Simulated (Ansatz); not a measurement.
From the elastic tensor of Te$_{2}$Pt to moduli and sound speeds

All numbers below come from DFT PBEsol, scalar-relativistic, plane waves, PAW in Ansatz. Cutoff 420 eV, 12×12×8 k-points (Γ-centred), Fermi-Dirac smearing of 0.15 eV. No spin polarisation.

Symmetry: P-3m1, No. 164, trigonal system. The conventional cell has a = 4.043 Å, b = 4.043 Å, c = 5.145 Å, α = 90.00°, β = 90.00°, γ = 120.00°. Around Te (site symmetry 3m) lie 3 Pt at 2.70 Å. Pt (site symmetry -3m) has 6 Te at 2.70 Å as nearest neighbours.

In a metal, frequencies and elastic constants depend on the k mesh and the smearing, soft modes and shear constants most. Spin–orbit coupling is left out, which can shift energies with elements as heavy as these.

Relaxed-ion constants (GPa, on the Cartesian axes of the calculation):
C11 = 161.7, C12 = 54.7, C13 = 40.9, C14 = -18.7, C22 = 161.7, C23 = 40.9, C24 = 18.7, C33 = 67.4, C44 = 39.7, C55 = 39.7, C56 = -18.8, C66 = 53.5 GPa; the others vanish.

Density 10.266 g/cm³; 3 atoms in 72.83 Å³.

The values that follow are for a polycrystal of randomly turned grains, by Hill's mean where one number stands. In a crystal this anisotropic the Voigt and Reuss bounds lie far apart, so Hill's mean and the sound speeds and Debye temperature from it are rough.

With S = C⁻¹: B_V = (C11+C22+C33+2(C12+C13+C23))/9, G_V = (C11+C22+C33−C12−C13−C23+3(C44+C55+C66))/15, 1/B_R = S11+S22+S33+2(S12+S13+S23), 15/G_R = 4(S11+S22+S33−S12−S13−S23)+3(S44+S55+S66); Hill is their mean. Then v_l = √((B+4G/3)/ρ), v_t = √(G/ρ), v_m = [(2/v_t³+1/v_l³)/3]^(−1/3) and Θ = (ħ/k_B)·v_m·(6π²n/V)^(1/3) for n atoms in the volume V; E = 9BG/(3B+G), ν = (3B−2G)/(2(3B+G)) and A^U = 5G_V/G_R + B_V/B_R − 6.

| Quantity | Value |
| --- | --- |
| Bulk modulus, Voigt / Reuss / Hill | 73.7 / 59.9 / 66.8 GPa |
| Shear modulus, Voigt / Reuss / Hill | 43.5 / 34.6 / 39.1 GPa |
| Young's modulus | 98 GPa |
| Poisson ratio | 0.255 |
| Pugh ratio B/G | 1.71 (under 1.75, the rule of thumb for brittle) |
| Universal anisotropy index | 1.52 |
| Longitudinal and transverse sound speeds | 3403 and 1951 m/s |
| Debye temperature from the mean sound speed | 223 K |

Cost: 1 run of about 6.2 core-minutes, on Intel Xeon 6975P-C (Granite Rapids) (shared hosts).